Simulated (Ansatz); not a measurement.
# WS2: the cost of one run

Method: DFT PBE, scalar-relativistic, plane waves, PAW, in Ansatz 0.2.0.

### Step 1. Starting point

The structure is trigonal, space group P3m1 (No. 156). The conventional cell has a = 3.183 Å, b = 3.183 Å, c = 28.532 Å, α = 90.00°, β = 90.00°, γ = 120.00°. W (site symmetry 3m) has 6 S at 2.41 Å in its first shell of neighbours. S (site symmetry 3m) is surrounded by 3 W at 2.41 Å. Only part of the 9 independent sites is listed.

Structure file:

```xyz
36
Lattice="-3.1830 -5.5130 0.0000 3.1830 -5.5130 0.0000 -1.5915 -2.7565 28.5322" Properties=species:S:1:pos:R:3 pbc="T T T"
W    -1.5915  -10.1072   18.8109
W     0.0000   -7.3507   18.8109
W    -3.1830   -7.3507   18.8109
W    -1.5915   -4.5942   18.8109
W    -3.1830   -9.1884   25.2662
W    -1.5915   -6.4319   25.2662
W    -1.5915  -11.9449   25.2662
W     0.0000   -9.1884   25.2662
W    -1.5915   -6.4319   12.3933
W     0.0000   -3.6754   12.3933
W     0.0000   -9.1884   12.3933
W     1.5915   -6.4319   12.3933
S    -1.5915  -10.1072   26.8256
S     0.0000   -7.3507   26.8256
S    -3.1830   -7.3507   26.8256
S    -1.5915   -4.5942   26.8256
S    -1.5915  -10.1072   13.9531
S     0.0000   -7.3507   13.9531
S    -3.1830   -7.3507   13.9531
S    -1.5915   -4.5942   13.9531
S    -3.1830   -9.1884   20.3706
S    -1.5915   -6.4319   20.3706
S    -1.5915  -11.9449   20.3706
S     0.0000   -9.1884   20.3706
S    -1.5915  -10.1072   23.7059
S     0.0000   -7.3507   23.7059
S    -3.1830   -7.3507   23.7059
S    -1.5915   -4.5942   23.7059
S    -1.5915  -10.1072   10.8340
S     0.0000   -7.3507   10.8340
S    -3.1830   -7.3507   10.8340
S    -1.5915   -4.5942   10.8340
S    -1.5915   -6.4319   17.2513
S     0.0000   -3.6754   17.2513
S     0.0000   -9.1884   17.2513
S     1.5915   -6.4319   17.2513
```

The runs take a perfect supercell of 36 atoms; the defect goes to fractional position (0.837, 0.667, 0.659).

### Step 2. The perfect supercell

input.yaml

```yaml
crystal:
  lattice:
    - [-3.182954, -5.513038, 0.0]
    - [3.182954, -5.513038, 0.0]
    - [-1.591477, -2.756519, 28.532218]
  atoms:
    - { symbol: W, position: [0.837023, 0.666667, 0.659287] }
    - { symbol: W, position: [0.337023, 0.666667, 0.659287] }
    - { symbol: W, position: [0.837023, 0.166667, 0.659287] }
    - { symbol: W, position: [0.337023, 0.166667, 0.659287] }
    - { symbol: W, position: [0.890566, 0.333334, 0.885534] }
    - { symbol: W, position: [0.390566, 0.333334, 0.885534] }
    - { symbol: W, position: [0.890566, 0.833334, 0.885534] }
    - { symbol: W, position: [0.390566, 0.833334, 0.885534] }
    - { symbol: W, position: [0.616152, 0.333334, 0.434362] }
    - { symbol: W, position: [0.116152, 0.333334, 0.434362] }
    - { symbol: W, position: [0.616152, 0.833334, 0.434362] }
    - { symbol: W, position: [0.116152, 0.833334, 0.434362] }
    - { symbol: S, position: [0.696574, 0.666666, 0.940186] }
    - { symbol: S, position: [0.196574, 0.666666, 0.940186] }
    - { symbol: S, position: [0.696574, 0.166666, 0.940186] }
    - { symbol: S, position: [0.196574, 0.166666, 0.940186] }
    - { symbol: S, position: [0.922151, 0.666667, 0.489031] }
    - { symbol: S, position: [0.422151, 0.666667, 0.489031] }
    - { symbol: S, position: [0.922151, 0.166667, 0.489031] }
    - { symbol: S, position: [0.422151, 0.166667, 0.489031] }
    - { symbol: S, position: [0.976357, 0.333334, 0.713952] }
    - { symbol: S, position: [0.476357, 0.333334, 0.713952] }
    - { symbol: S, position: [0.976357, 0.833334, 0.713952] }
    - { symbol: S, position: [0.476357, 0.833334, 0.713952] }
    - { symbol: S, position: [0.751243, 0.666666, 0.830848] }
    - { symbol: S, position: [0.251243, 0.666666, 0.830848] }
    - { symbol: S, position: [0.751243, 0.166666, 0.830848] }
    - { symbol: S, position: [0.251243, 0.166666, 0.830848] }
    - { symbol: S, position: [0.976812, 0.666666, 0.37971] }
    - { symbol: S, position: [0.476812, 0.666666, 0.37971] }
    - { symbol: S, position: [0.976812, 0.166666, 0.37971] }
    - { symbol: S, position: [0.476812, 0.166666, 0.37971] }
    - { symbol: S, position: [0.531021, 0.333333, 0.604625] }
    - { symbol: S, position: [0.031021, 0.333333, 0.604625] }
    - { symbol: S, position: [0.531021, 0.833333, 0.604625] }
    - { symbol: S, position: [0.031021, 0.833333, 0.604625] }
basis:
  ecutwfc: 420
  fft_grid_basis: typed
kpoints:
  mp_grid: { grid: [2, 2, 2] }
hamiltonian:
  xc: pbe
  pseudopotentials: { kind: paw }
scf:
  occupations: { method: gaussian, width: 0.05 }
output:
  forces: true
  stress: false
  eigenvalues: true
  bader: false
  write_density: true
  volumetric_format: npy
```

Launch:

```sh
$ ansatz run input.yaml --threads 4 --pin off --max-ram 10240MiB --backend cpu --events-out ev --progress --plain --runs-dir out
```

What time and memory should one allow on 4 threads of Arm Neoverse V1, shared host?

About 20 s, with a peak of 4 GiB.
